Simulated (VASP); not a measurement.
A run of VASP 6.6.1 is set up as follows.

File INCAR:

```
SYSTEM = HfO2
PREC = Accurate ; ENCUT = 520
EDIFF = 1E-7 ; ISMEAR = 0
SIGMA = 0.02 ; LREAL = .FALSE.
LASPH = .TRUE. ; NELM = 80
ALGO = Normal ; ISIF = 2
LWAVE = .FALSE. ; LCHARG = .FALSE.
LMAXMIX = 4 ; GGA = PS
```

The input KPOINTS:

```
Automatic mesh
0
G
  10 10 10
  0 0 0
```

The input POSCAR:

```
HfO2                                    
1.0
    0.0000000000      2.5094310085      2.5094310085
    2.5094310085     -0.0000000000      2.5094310085
    2.5094310085      2.5094310085      0.0000000000
  Hf              O             
     1     2
Direct
     0.0000000000000000    0.0000000000000000    0.0000000000000000
     0.2500000000000000    0.2500000000000000    0.2500000000000000
     0.7500000000000000    0.7500000000000000    0.7500000000000000
```

The input KPOINTS_OPT:

```
path GXWKGLUWLK,UX
10
line-mode
reciprocal
 0.0000000000  0.0000000000  0.0000000000  G
 0.5000000000  0.0000000000  0.5000000000  X

 0.5000000000  0.0000000000  0.5000000000  X
 0.5000000000  0.2500000000  0.7500000000  W

 0.5000000000  0.2500000000  0.7500000000  W
 0.3750000000  0.3750000000  0.7500000000  K

 0.3750000000  0.3750000000  0.7500000000  K
 0.0000000000  0.0000000000  0.0000000000  G

 0.0000000000  0.0000000000  0.0000000000  G
 0.5000000000  0.5000000000  0.5000000000  L

 0.5000000000  0.5000000000  0.5000000000  L
 0.6250000000  0.2500000000  0.6250000000  U

 0.6250000000  0.2500000000  0.6250000000  U
 0.5000000000  0.2500000000  0.7500000000  W

 0.5000000000  0.2500000000  0.7500000000  W
 0.5000000000  0.5000000000  0.5000000000  L

 0.5000000000  0.5000000000  0.5000000000  L
 0.3750000000  0.3750000000  0.7500000000  K

 0.6250000000  0.2500000000  0.6250000000  U
 0.5000000000  0.0000000000  0.5000000000  X
```

Potentials or basis: VASP PAW PBE potentials, release 64 (Hf_pv, O).

Launch:

```console
$ cat potpaw_PBE.64/Hf_pv/POTCAR potpaw_PBE.64/O/POTCAR > POTCAR
$ mpirun -np 1 vasp_std > vasp.out
```

**Question.** What does it give for the band gap on the k mesh?

**Answer.** 3.75 eV, direct.

**Question.** What does it give for the pressure?

**Answer.** 0.2 GPa.

**Question.** What does it give for the band gap along the path?

**Answer.** 3.75 eV, direct.

Levels at the corners of the path, in eV from the valence-band top:
```
point  band 7  band 8  band 9  band 10  band 11  band 12  band 13  band 14  band 15
    Γ   -5.59   -5.59   -0.63    -0.63    -0.63     3.85     3.85     5.89    10.81
    X   -3.57   -3.57   -1.60    -1.60     0.00     3.75     5.59     6.88     8.40
    X   -3.57   -3.57   -1.60    -1.60     0.00     3.75     5.59     6.88     8.40
    W   -5.29   -2.65   -2.65    -1.45    -0.22     4.85     5.22     7.31     7.31
    W   -5.29   -2.65   -2.65    -1.45    -0.22     4.85     5.22     7.31     7.31
    K   -4.18   -3.47   -2.35    -1.35    -0.35     4.32     5.51     7.15     7.78
    K   -4.18   -3.47   -2.35    -1.35    -0.35     4.32     5.51     7.15     7.78
    Γ   -5.59   -5.59   -0.63    -0.63    -0.63     3.85     3.85     5.89    10.81
    Γ   -5.59   -5.59   -0.63    -0.63    -0.63     3.85     3.85     5.89    10.81
    L   -4.52   -3.13   -2.84    -1.89    -1.89     4.63     4.63     7.24     8.94
    L   -4.52   -3.13   -2.84    -1.89    -1.89     4.63     4.63     7.24     8.94
    U   -4.18   -3.47   -2.35    -1.35    -0.35     4.32     5.51     7.15     7.78
    U   -4.18   -3.47   -2.35    -1.35    -0.35     4.32     5.51     7.15     7.78
    W   -5.29   -2.65   -2.65    -1.45    -0.22     4.85     5.22     7.31     7.31
    W   -5.29   -2.65   -2.65    -1.45    -0.22     4.85     5.22     7.31     7.31
    L   -4.52   -3.13   -2.84    -1.89    -1.89     4.63     4.63     7.24     8.94
    L   -4.52   -3.13   -2.84    -1.89    -1.89     4.63     4.63     7.24     8.94
    K   -4.18   -3.47   -2.35    -1.35    -0.35     4.32     5.51     7.15     7.78
    U   -4.18   -3.47   -2.35    -1.35    -0.35     4.32     5.51     7.15     7.78
    X   -3.57   -3.57   -1.60    -1.60     0.00     3.75     5.59     6.88     8.40
```

Caveat: the PAW data sets were made with another functional, which shifts forces and pressure a little; spin-orbit coupling is left out, which moves the levels of the heavy elements. PBEsol gaps usually lie below the measured ones, often by a third to a half.
